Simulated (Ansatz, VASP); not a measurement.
# LiZn15HO16 (Li-H pair in ZnO): VASP beside Ansatz, part 2 of 2

Wanted: the spread between two codes on one cell, functional and k mesh. The cell is taken from a series of runs on this material, whose earlier steps may have relaxed, scaled, displaced or heated it; both programs get it as it stands.

VASP 6.6.1 and Ansatz 0.2.0.

So far. Step 2 (VASP: single point, HSE06): The run ends at a pressure of -2.35 GPa, with forces up to 6.2 eV/Å.

**3. Ansatz: single point, HSE06**

Level of this step: Ansatz beside VASP: Kohn-Sham DFT, plane waves, HSE06 (Ansatz).

Ansatz runs on its default PAW (the set named soft_2) files.

The same cell, functional, mesh and smearing now go to Ansatz.

input.yaml reads:

```yaml
crystal:
  lattice:
    - [6.55903995, 0.0, 0.0]
    - [-3.27951997, 5.68029522, 0.0]
    - [0.0, 0.0, 10.5865021]
  atoms:
    - { symbol: Zn, position: [0.161772382, 0.325175748, 0.252360606] }
    - { symbol: Zn, position: [0.336311424, 0.168618103, 0.00298818] }
    - { symbol: O, position: [0.335336114, 0.168244604, 0.188028666] }
    - { symbol: O, position: [0.165311556, 0.332355043, 0.437027272] }
    - { symbol: Zn, position: [0.157120994, 0.31580177, 0.757481087] }
    - { symbol: Zn, position: [0.326070657, 0.163635445, 0.497046875] }
    - { symbol: O, position: [0.330391619, 0.165634914, 0.68961708] }
    - { symbol: O, position: [0.166230514, 0.334052627, 0.942813816] }
    - { symbol: Zn, position: [0.161698157, 0.837727358, 0.252266796] }
    - { symbol: Zn, position: [0.332585985, 0.666786923, 0.008628177] }
    - { symbol: O, position: [0.332565009, 0.666849428, 0.196637169] }
    - { symbol: O, position: [0.165162583, 0.834245832, 0.436896874] }
    - { symbol: Zn, position: [0.157221945, 0.84209122, 0.757326977] }
    - { symbol: Li, position: [0.332486218, 0.667054728, 0.424448943] }
    - { symbol: O, position: [0.332585622, 0.666624299, 0.710598306] }
    - { symbol: O, position: [0.166238032, 0.833100307, 0.942732955] }
    - { symbol: Zn, position: [0.665946919, 0.333515384, 0.25581046] }
    - { symbol: Zn, position: [0.830704597, 0.168626027, 0.003012488] }
    - { symbol: O, position: [0.831219397, 0.168205244, 0.18803599] }
    - { symbol: O, position: [0.665900984, 0.333494972, 0.442225071] }
    - { symbol: Zn, position: [0.665902215, 0.333426076, 0.748265613] }
    - { symbol: Zn, position: [0.835848629, 0.163611604, 0.497065269] }
    - { symbol: O, position: [0.833685641, 0.165677544, 0.689648326] }
    - { symbol: O, position: [0.665916388, 0.333448093, 0.935858838] }
    - { symbol: Zn, position: [0.674286884, 0.837658551, 0.252365742] }
    - { symbol: Zn, position: [0.830721832, 0.663078318, 0.00294323] }
    - { symbol: O, position: [0.831157518, 0.664054675, 0.1879838] }
    - { symbol: O, position: [0.667163417, 0.834164786, 0.436983744] }
    - { symbol: Zn, position: [0.683390832, 0.84215668, 0.757389847] }
    - { symbol: Zn, position: [0.83578711, 0.673319466, 0.497033707] }
    - { symbol: O, position: [0.833691309, 0.668961773, 0.68960595] }
    - { symbol: O, position: [0.665265545, 0.833137445, 0.942751194] }
    - { symbol: H, position: [0.332504479, 0.665928651, 0.59294206] }
basis:
  ecutwfc: 420
  xc_grid: 2
hamiltonian:
  xc: hse06
kpoints:
  mp_grid: { grid: [1, 1, 1] }
scf:
  occupations: { method: fermi_dirac, width: 0.01 }
  max_iter: 120
output:
  forces: true
checkpoint:
  read: "../relax.run"
```

The run is started by

```sh
$ ansatz run input.yaml --threads 4 --pin off --max-ram 7536MiB --backend cpu --events-out ev --progress --plain --runs-dir out
```

Numbers of over 12 decimals in the logs are rounded to 6 here.

The log of the run:

```text
Warning: checkpoint.read: the run can stay near the saved state's solution: 2 site(s) moved relative to the saved geometry (max |Δs| = 2.558e-2 fractional); the SCF starts from the saved state under `checkpoint.density_extrapolation: transplant`, in force with no word given; its orbitals are not used off its sites. A run without `checkpoint.read` takes nothing of the state. A lower free energy from it at the same positions (and U, V and field ramp, if any) shows a solution that this start missed, and an equal or higher one rules none out (checkpoint.read, Limitations, in the input reference)
exact exchange: scf.exx.singularity resolves to wigner_seitz, which cuts the screened interaction at the faces of the exchange supercell's Wigner-Seitz cell, so that each pair interacts once, at the shortest of its separations (the periodic images that this leaves out come, for a point-like exchange hole, to about 0.181 eV on a filled level). The cut falls within the interaction's reach, and what an exchange supercel [...]
Engine: ansatz 0.2.0, x86_64-unknown-linux-gnu
Pseudopotentials: kind: paw
Pseudopotential: Zn, paw, valence charge 12, recommended cutoff 420 eV (normal), Zn.paw.azcp
Pseudopotential: O, paw, valence charge 6, recommended cutoff 420 eV (normal), O.paw.azcp
Pseudopotential: Li, paw, valence charge 3, recommended cutoff 420 eV (normal), Li.paw.azcp
Pseudopotential: H, paw, valence charge 1, recommended cutoff 420 eV (normal), H.paw.azcp
Functional definition: HSE06
  parameter a = 0.25
  parameter omega = 0.11/bohr
  exchange = pbe_x - a*pbe_x_sr(omega) + a*exact_x_sr(omega)
  correlation = pbe_c
Crystal: 33 atoms, lattice volume = 394.424 Å³
Basis set: ecut = 420 eV, 7607 PW (Γ), exchange–correlation on 90×90×144 points (8 copies of the dense FFT grid, shifted against one another)
Bands: 173, of which v1, the nominal top of the filled ones, is band 140 counted from 1 (139 counted from 0)
Symmetry: 1 space group operations
Space group: P1 (ITA 1), of the structure as read, at distance tolerance 7.3e-5 Å
k-points: 1
Non-local potential: Zn, projectors of the file, l = 0: 2, l = 1: 2, l = 2: 3, l = 3: 1
Non-local potential: O, projectors of the file, l = 0: 2, l = 1: 2, l = 2: 1
Non-local potential: Li, projectors of the file, l = 0: 3, l = 1: 2, l = 2: 1
Non-local potential: H, projectors of the file, l = 0: 2, l = 1: 1
PAW form: soft (Blöchl's): semilocal exchange-correlation on the pseudo side does not see the compensation charge
PAW frozen core: Zn, regenerated for the run's functional, and the local potential with it (the file was generated under x = pbe(κ = 0.804, μ = 0.219515), c = pbe(β = 0.066725))
PAW frozen core: O, regenerated for the run's functional, and the local potential with it (the file was generated under x = pbe(κ = 0.804, μ = 0.219515), c = pbe(β = 0.066725))
PAW one-centre angular grid: Zn, 590 points (default); XC on 64 Gauss nodes
PAW one-centre angular grid: O, 110 points (default); XC on 96 Gauss nodes
PAW one-centre angular grid: Li, 110 points (default); XC on 96 Gauss nodes
PAW one-centre angular grid: H, 110 points (default); XC on 64 Gauss nodes
Initial density: read from a saved state, or passed on in memory by an earlier SCF of this step, an earlier step, the calling program or the single point that the run made first, carried with its atoms to this geometry
Initial wavefunctions: pseudopotential atomic-orbital guess
Functional: x = pbe(κ = 0.804, μ = 0.219515), c = pbe(β = 0.066725), warm-up for x = pbe(κ = 0.804, μ = 0.219515) + 0.25 (exact − pbe) at short range (hse, ω = 0.207870 Å⁻¹), c = pbe(β = 0.066725); HSE06 as pw.x's `hse` composes it (authors' and Libxc's form: `xc: wpbeh`)
iter 1 solved again at ethr=7.44e-4 eV; its pass at ethr=1.00e-1 eV (dr2=2.08e0 eV) is discarded
SCF iter   1: F=—  HF=-59086.220135 eV  |F-HF|=—  |Δ(HF+E_count)|=         —  Δρ=3.31e-2  dr2=2.32e0  ethr=7.44e-4  ⟨swp⟩=4.0  Hψ=1015  notcnv=0
[...]
Frozen-core exchange: fock
SCF iter   1: F=—  HF=-59083.850091 eV  |F-HF|=—  |Δ(HF+E_count)|=         —  Δρ=2.51e-2  dr2=1.36e0  ethr=9.13e-8  ⟨swp⟩=13.0  Hψ=1078  notcnv=0
preconditioner: auto → none  [insulator: Δε(μ)=2.636 eV  Ē_g=15.301 eV  σ=0.010 eV  W_gap=1.00  n_scr=110 (ndim 8)  ℏωp=31.2 eV  f_vac=0.059  D(μ)=0.00/eV (n_scr^D=0)]
SCF iter   2: F=—  HF=-59083.393541 eV  |F-HF|=—  |Δ(HF+E_count)|=   4.57e-1  Δρ=6.31e-3  dr2=1.44e-1  ethr=9.13e-8  ⟨swp⟩=5.0  Hψ=818  notcnv=0
SCF iter   3: F=—  HF=-59083.536012 eV  |F-HF|=—  |Δ(HF+E_count)|=   1.42e-1  Δρ=4.34e-3  dr2=3.86e-2  ethr=9.13e-8  ⟨swp⟩=5.0  Hψ=811  notcnv=0
SCF iter   4: F=—  HF=-59083.525691 eV  |F-HF|=—  |Δ(HF+E_count)|=   1.03e-2  Δρ=1.60e-3  dr2=4.94e-3  ethr=9.13e-8  ⟨swp⟩=5.0  Hψ=649  notcnv=0
SCF iter   5: F=—  HF=-59083.534224 eV  |F-HF|=—  |Δ(HF+E_count)|=   8.53e-3  Δρ=1.30e-3  dr2=6.35e-3  ethr=9.13e-8  ⟨swp⟩=4.0  Hψ=641  notcnv=0
SCF iter   6: F=—  HF=-59083.532752 eV  |F-HF|=—  |Δ(HF+E_count)|=   1.47e-3  Δρ=4.38e-4  dr2=6.21e-4  ethr=9.13e-8  ⟨swp⟩=4.0  Hψ=619  notcnv=0
SCF iter   7: F=-59083.532557 eV  HF=-59083.532566 eV  |F-HF|=9.32e-6  |Δ(HF+E_count)|=   1.85e-4  Δρ=6.12e-5  dr2=1.49e-5  ethr=9.13e-8  ⟨swp⟩=4.0  Hψ=388  notcnv=0
SCF 2 stopped early in 7 iterations: F = -59083.532557 eV  dr2 = 1.49e-5
[...]
Frozen-core exchange: fock
SCF iter   1: F=—  HF=-59083.524154 eV  |F-HF|=—  |Δ(HF+E_count)|=         —  Δρ=8.60e-5  dr2=2.73e-5  ethr=8.36e-7  ⟨swp⟩=6.0  Hψ=401  notcnv=0
preconditioner: auto → none  [insulator: Δε(μ)=2.517 eV  Ē_g=15.052 eV  σ=0.010 eV  W_gap=1.00  n_scr=110 (ndim 8)  ℏωp=31.2 eV  f_vac=0.070  D(μ)=0.00/eV (n_scr^D=0)]
SCF iter   2: F=—  HF=-59083.524160 eV  |F-HF|=—  |Δ(HF+E_count)|=   5.68e-6  Δρ=3.19e-5  dr2=4.10e-6  ethr=7.16e-9  ⟨swp⟩=4.0  Hψ=543  notcnv=0
SCF iter   3: F=—  HF=-59083.524171 eV  |F-HF|=—  |Δ(HF+E_count)|=   1.08e-5  Δρ=1.74e-5  dr2=9.44e-7  ethr=7.94e-10  ⟨swp⟩=5.0  Hψ=488  notcnv=0
SCF iter   4: F=—  HF=-59083.524171 eV  |F-HF|=—  |Δ(HF+E_count)|=   8.61e-8  Δρ=5.47e-6  dr2=7.13e-8  ethr=2.78e-10  ⟨swp⟩=3.0  Hψ=364  notcnv=0
SCF iter   5: F=—  HF=-59083.524171 eV  |F-HF|=—  |Δ(HF+E_count)|=   2.32e-7  Δρ=3.98e-6  dr2=4.78e-8  ethr=1.81e-11  ⟨swp⟩=6.0  Hψ=542  notcnv=0
SCF iter   6: F=-59083.524171 eV  HF=-59083.524171 eV  |F-HF|=3.24e-9  |Δ(HF+E_count)|=   1.20e-8  Δρ=1.12e-6  dr2=4.07e-9  ethr=1.67e-11  ⟨swp⟩=4.0  Hψ=440  notcnv=0
SCF 3 converged in 6 iterations: F = -59083.524171 eV  dr2 = 4.07e-9
  Residual-converged pass: ⟨swp⟩=3.0  Hψ=315  notcnv=0  max |occ|·‖R‖ = 1.6e-6 eV (tolerance 1.7e-6 eV)  dr2=4.14e-9  dr2_onsite=5.70e-10  max |Δocc| = 0.0e0
hybrid outer 2: dexx = +1.148e-5 eV, tail = 9.57e-8 eV, Δε = 4.68e-3 eV (about 8.34e-5 eV left of the loop's levels), ΔF = 1.59e-2 eV/Å (tail 3.00e-3)
Exchange kernel: α = 0.2500, screened, ω = 0.2079 Å⁻¹, Wigner–Seitz truncation, v(0) = 690.4258 eV·Å³, q-mesh 1×1×1, nearest image of the exchange supercell L = 6.56 Å, pair-density grid 32×32×50, without the augmentation charges, whose exchange is taken in its separable form (sized by the pseudopotential files, 40×40×72 at the most)
Frozen-core exchange: fock
SCF iter   1: F=—  HF=-59083.524169 eV  |F-HF|=—  |Δ(HF+E_count)|=         —  Δρ=1.27e-6  dr2=6.20e-9  ethr=1.71e-10  ⟨swp⟩=11.0  Hψ=446  notcnv=0
preconditioner: auto → none  [insulator: Δε(μ)=2.518 eV  Ē_g=15.052 eV  σ=0.010 eV  W_gap=1.00  n_scr=110 (ndim 8)  ℏωp=31.2 eV  f_vac=0.070  D(μ)=0.00/eV (n_scr^D=0)]
SCF iter   2: F=-59083.524169 eV  HF=-59083.524169 eV  |F-HF|=8.22e-10  |Δ(HF+E_count)|=  7.42e-10  Δρ=5.52e-7  dr2=1.26e-9  ethr=3.81e-12 (applied; sched 2.08e-12)  ⟨swp⟩=3.0  Hψ=424  notcnv=0
SCF 4 converged in 2 iterations: F = -59083.524169 eV  dr2 = 1.26e-9
  Residual-converged pass: ⟨swp⟩=3.0  Hψ=328  notcnv=0  max |occ|·‖R‖ = 1.4e-6 eV (tolerance 1.7e-6 eV)  dr2=1.29e-9  dr2_onsite=1.66e-10  max |Δocc| = 0.0e0
hybrid outer 3: dexx = +2.257e-9 eV, tail = 2.89e-9 eV, Δε = 6.42e-5 eV (about 1.38e-5 eV left of the loop's levels), ΔF = 8.56e-5 eV/Å (tail 1.69e-4)
hybrid SCF converged: 3 outer / 15 inner (+7 warm-up), last move |dexx| = 2.26e-9 eV, tail = 2.89e-9 eV
Stability not checked: this state was not tested for a lower state beside it, because the functional holds exact exchange (a hybrid, or Hartree-Fock), whose exchange loop this test does not read (fock_operator; see scf.lower_state_search)
Free energy (F): -59083.524169 eV
Frozen-core exchange: fock
Harris-Foulkes:  -59083.524169 eV  (|F-HF|=8.22e-10)
Internal energy: -59083.524169 eV  (E = F + TS)
E sigma→0 (E₀):  -59083.524169 eV
Fermi energy:    6.554316 eV
--- Per-component energies (eV) ---
  E_band       = -326.959748
  E_kinetic    = 4808.553467
  E_local      = -31995.564151  (includes V_loc(G=0)·N_el)
  E_nonlocal   = 10079.613479
  E_hartree    = 13243.601687
  E_xc         = -2575.852108
  E_vxc        = -1819.276191  (∫ρ·V_xc dr)
  E_exx        = -953.058065  (= α·E_x^exact, valence–valence)
  E_paw        = -29800.385114  (= ΣΔE_a)
  E_vpaw       = -5981.405007  (= ΣTr[D̂ρ^β])
  E_aug_tail   = 0.032987  (compensation charges beyond the density's cutoff)
  E_ewald      = -21899.649796
  E_core_change = 9.183443  (= ΣΔE_core)
  E_smearing   = -0.000000  (= −TS)
  E_closure    = 0.000001  (closes the sum)
  Σ components = -59083.524169   (vs F -59083.524169, Δ=0.00e0)
--- Forces (eV/Å), atoms counted from 1 ---
  atom   1  Zn    -0.00130474     0.00935414    -0.05333110
  atom   2  Zn    -0.00267297    -0.00167516    -0.04030745
  atom   3  O     -0.00899315    -0.00478614     0.03663025
  atom   4  O     -0.00022465     0.09336769     0.01940124
  atom   5  Zn     0.00014762     0.11484052    -0.10493554
  atom   6  Zn     0.03203894     0.01602735     0.09952731
  atom   7  O      0.00372198     0.00261968    -0.05168834
  atom   8  O     -0.00046874    -0.01019638     0.05637087
  atom   9  Zn     0.00760595    -0.00580366    -0.05166251
  atom  10  Zn     0.00014686    -0.00057051    -0.05824661
  atom  11  O      0.00059565     0.00047435     0.03721827
  atom  12  O      0.07635889    -0.04387544     0.01757089
  atom  13  Zn     0.09739115    -0.05627417    -0.10201708
  atom  14  Li     0.00042104     0.00223214    -0.51636073
  atom  15  O      0.00754728    -0.01925708    -5.58239105
  atom  16  O     -0.00850328     0.00618619     0.05379430
  atom  17  Zn    -0.00050487    -0.00074004    -0.00196569
  atom  18  Zn     0.00262370    -0.00119779    -0.04137264
  atom  19  O      0.01061069    -0.00607005     0.03985976
  atom  20  O      0.00054302    -0.00032345    -0.02789783
  atom  21  Zn     0.00059731     0.00045437    -0.02713072
  atom  22  Zn    -0.03225506     0.01695391     0.10059892
  atom  23  O     -0.00457786     0.00200590    -0.05292397
  atom  24  O      0.00007787    -0.00061530     0.03505614
  atom  25  Zn    -0.00882213    -0.00398520    -0.05585968
  atom  26  Zn     0.00004593     0.00267190    -0.03934736
  atom  27  O      0.00008733     0.01175159     0.03755002
  atom  28  O     -0.07824901    -0.04533593     0.01990245
  atom  29  Zn    -0.09771429    -0.05656279    -0.10424390
  atom  30  Zn     0.00019100    -0.03497721     0.09974822
  atom  31  O     -0.00035307    -0.00538807    -0.05186604
  atom  32  O      0.00856271     0.00537204     0.05579730
  atom  33  H     -0.00466559     0.01331921     6.25445281
  max |Σ_I F_I| component: 6.95e-5 eV/Å
--- Band table (eV) ---
  k-point 0: bands = [... 136 lower, 4.8874, 5.2668, 5.2915, 5.2917, 7.8097]
  guard bands above this table: 32 of the run's 173 bands. The solve was not asked for them (output.publish_guard_bands: true or output.eigenvalues: true publishes all)
```

**4. Side by side**

Known differences besides the potentials themselves: exact exchange at q = 0 is treated differently, which shows on coarse meshes; VASP keeps PBE cores, Ansatz makes them for the functional; the cutoff is 420 eV in Ansatz and 650 eV in VASP (PREC = Accurate, projectors in real space); VASP takes a coarser grid for exact exchange (PRECFOCK = Fast). Total energies have different zeros and are not compared.

Compared:

```
              quantity  Ansatz   VASP  difference
gap on the k mesh (eV)   2.518  2.513      +0.005
```

Forces on 7 of the 33 atoms, those with the largest forces and the largest differences (eV/Å; atoms numbered as in POSCAR):

```
atom         Ansatz x, y, z           VASP x, y, z
 Zn3   0.000, 0.115, -0.105   0.001, 0.124, -0.107
 O17    0.000, 0.093, 0.019    0.000, 0.160, 0.055
 O21   0.076, -0.044, 0.018   0.134, -0.077, 0.054
 O22  0.008, -0.019, -5.582  0.008, -0.019, -5.587
 O29  -0.078, -0.045, 0.020  -0.135, -0.079, 0.055
Li32   0.000, 0.002, -0.516  -0.001, 0.003, -0.520
 H33   -0.005, 0.013, 6.254   -0.005, 0.013, 6.205
```

The forces differ by 16 meV/Å r.m.s., which is 1.9 % of the r.m.s. force of 0.842 eV/Å (both taken over all components). A gap on the mesh is an upper bound, since the band edges may lie between its points.

**5. Outcome**

```json
{
  "r.m.s. force difference (single point, HSE06)": "1.9 % of the r.m.s. force"
}
```

**Reading.** The r.m.s. force difference is 1.9 % of the r.m.s. force (single point, HSE06), within the 3 % picked in this series as the mark of a large difference. Such differences can come from data sets, numerical settings and the points named under the comparisons, not from the functional's error against experiment.

[Lines on the potential files, build, host, timing and source positions are cut from VASP's logs without a mark.]

[Logs are printed without paths, hosts, clocks, repeated set-up lines and the standing remarks that a program may print on its own settings, such as how far it seeks lower states.]

[Hosts, paths, dates, database ids (printed as entryN), source tags and the programs' standing remarks are cut or masked in the printed files.]
